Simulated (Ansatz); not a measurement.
# Ga2O3: the cost of one run

Computed with Ansatz 0.2.0 (DFT PBEsol, scalar-relativistic, plane waves, PAW, unless a step's input says otherwise).

The COD cell was measured well above room temperature, so it is larger than a cold one.

That is the level of the relaxation; later steps name their own.

1 further run of the same task is left out (set aside as unsound or not needed).

## (1) Starting point

It takes space group R-3c (No. 167, trigonal). The conventional cell has a = 5.000 Å, b = 5.000 Å, c = 13.450 Å, α = 90.00°, β = 90.00°, γ = 120.00°. Ga (site symmetry 3) has 6 O at 1.93 to 2.08 Å as nearest neighbours. Around O (site symmetry 2) lie 4 Ga at 1.93 to 2.08 Å.

As a file:

```
Ga O
1.0
     2.50020    1.44349    4.48324
    -2.50020    1.44349    4.48324
     0.00000   -2.88699    4.48324
Ga O
4 6
Direct
  0.35571 0.35571 0.35571
  0.14429 0.14429 0.14429
  0.64429 0.64429 0.64429
  0.85571 0.85571 0.85571
  0.55278 0.94722 0.25000
  0.25000 0.55278 0.94722
  0.94722 0.25000 0.55278
  0.44722 0.05278 0.75000
  0.75000 0.44722 0.05278
  0.05278 0.75000 0.44722
```

It is the result of an earlier relaxation at this level (volume 9.71 Å³/atom; gap on the mesh: 2.70 eV).

## (2) Band edges over the whole zone

Contents of input.yaml:

```yaml
crystal:
  lattice:
    - [2.5002034414, 1.44349313, 4.4832388921]
    - [-2.5002034414, 1.44349313, 4.4832388921]
    - [0.0, -2.8869862599, 4.4832388921]
  atoms:
    - { symbol: Ga, position: [0.3557127148, 0.3557127148, 0.3557127148] }
    - { symbol: Ga, position: [0.1442872852, 0.1442872852, 0.1442872852] }
    - { symbol: Ga, position: [0.6442872852, 0.6442872852, 0.6442872852] }
    - { symbol: Ga, position: [0.8557127148, 0.8557127148, 0.8557127148] }
    - { symbol: O, position: [0.5527838005, 0.9472161995, 0.25] }
    - { symbol: O, position: [0.25, 0.5527838005, 0.9472161995] }
    - { symbol: O, position: [0.9472161995, 0.25, 0.5527838005] }
    - { symbol: O, position: [0.4472161995, 0.0527838005, 0.75] }
    - { symbol: O, position: [0.75, 0.4472161995, 0.0527838005] }
    - { symbol: O, position: [0.0527838005, 0.75, 0.4472161995] }
basis:
  ecutwfc: 420
kpoints:
  mp_grid: { grid: [6, 6, 6] }
  band_path: { path: [VBM, CBM], npoints: 2 }
hamiltonian:
  xc: pbesol
scf:
  occupations: { method: gaussian, width: 0.02 }
output:
  forces: true
  stress: true
  eigenvalues: true
```

Launch:

```
$ ansatz run input.yaml --threads 4 --pin off --max-ram 10240MiB --backend cpu --events-out ev --progress --plain --runs-dir out
```

**Question.** How long does this run take on 4 threads of Intel Xeon at 2.70GHz, shared host, and how much memory does it need?

About 13 s, with a peak of 0.54 GiB.
